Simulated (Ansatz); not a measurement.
CdF₂ (started from an entry of an open crystallographic database), relaxed with r2SCAN+rVV10 in Ansatz. It is cubic, Fm-3m (No. 225); conventional cell a = 5.365 Å, 12.87 Å³ an atom. Cd is surrounded by 8 F at 2.32 Å; F is surrounded by 4 Cd at 2.32 Å.

The axes x, y and z are those of this cell:
```xyz
3
Lattice="0.0000 2.6826 2.6826 2.6826 0.0000 2.6826 2.6826 2.6826 0.0000" Properties=species:S:1:pos:R:3 pbc="T T T"
Cd    0.0000    0.0000    0.0000
F     1.3413    1.3413    1.3413
F     4.0239    4.0239    4.0239
```

Unstrained: With PBE the valence top lies at W and the conduction bottom at Γ, 3.147 eV higher; the smallest vertical gap, at Γ, is 3.628 eV. With r2SCAN the valence top lies at W and the conduction bottom at Γ, 3.842 eV higher; the smallest vertical gap, at Γ, is 4.337 eV. HSE06 gives an indirect gap of 5.259 eV, from W to Γ; the least direct gap is 5.825 eV at Γ. Meshes: PBE 8×8×8, r2SCAN 8×8×8, HSE06 6×6×6. Strains are changes of length per length, and xy shears are angles. After each strain the atoms were relaxed again with r2SCAN+rVV10 in this cell and within any symmetry left, so distortions that break it or need a larger cell weren't tested; points keep the names that they have in the unstrained zone. The values are computed, spin-unpolarised, and not measurements.

**Question.** Apply uniaxial -2.18 % along y, other directions held. How far does the gap move, against the unstrained cell?

**Answer.** PBE: the gap goes from 3.147 to 3.207 eV (+0.060 eV); the edges go from W → Γ to (0.229, -0.271, -1/2) → Γ. r2SCAN: the gap goes from 3.842 to 3.903 eV (+0.061 eV); the edges go from W → Γ to (0.229, -0.271, -1/2) → Γ. HSE06: the gap goes from 5.259 to 5.328 eV (+0.069 eV); the edges go from W → Γ to (0.229, -0.271, -1/2) → Γ.

**Question.** Estimate what uniaxial +2.73 % along x, other directions held does to the gap.

**Answer.** PBE: the gap goes from 3.147 to 3.017 eV (-0.130 eV). r2SCAN: the gap goes from 3.842 to 3.709 eV (-0.133 eV). HSE06: the gap goes from 5.259 to 5.120 eV (-0.139 eV).

**Question.** Apply isotropic -2.69 % on every length. How far does the gap move, against the unstrained cell?

**Answer.** PBE: the gap goes from 3.147 to 3.446 eV (+0.299 eV). r2SCAN: the gap goes from 3.842 to 4.145 eV (+0.303 eV). HSE06: the gap goes from 5.259 to 5.588 eV (+0.329 eV).

**Question.** Estimate what xy shear, engineering strain (angle) +3.83 % does to the gap.

**Answer.** PBE: the gap goes from 3.147 to 3.146 eV (-0.001 eV); the edges go from W → Γ to (1/4, 0.490, -0.260) → Γ. r2SCAN: the gap goes from 3.842 to 3.840 eV (-0.002 eV); the edges go from W → Γ to (1/4, 0.490, -0.260) → Γ. HSE06: the gap goes from 5.259 to 5.257 eV (-0.002 eV); the edges go from W → Γ to (1/4, 0.490, -0.260) → Γ.

Spin-orbit coupling is left out.

Where an edge lies off the special points, it is a point of the mesh or the k point where a search put PBE's edge or least direct gap, reused for the other functionals, whose own edges may lie a little apart.

Coordinates of k points refer to the reciprocal vectors of the primitive cell of the runs.

The meshes of the hybrids are coarse, so their gaps aren't converged to the digits shown.
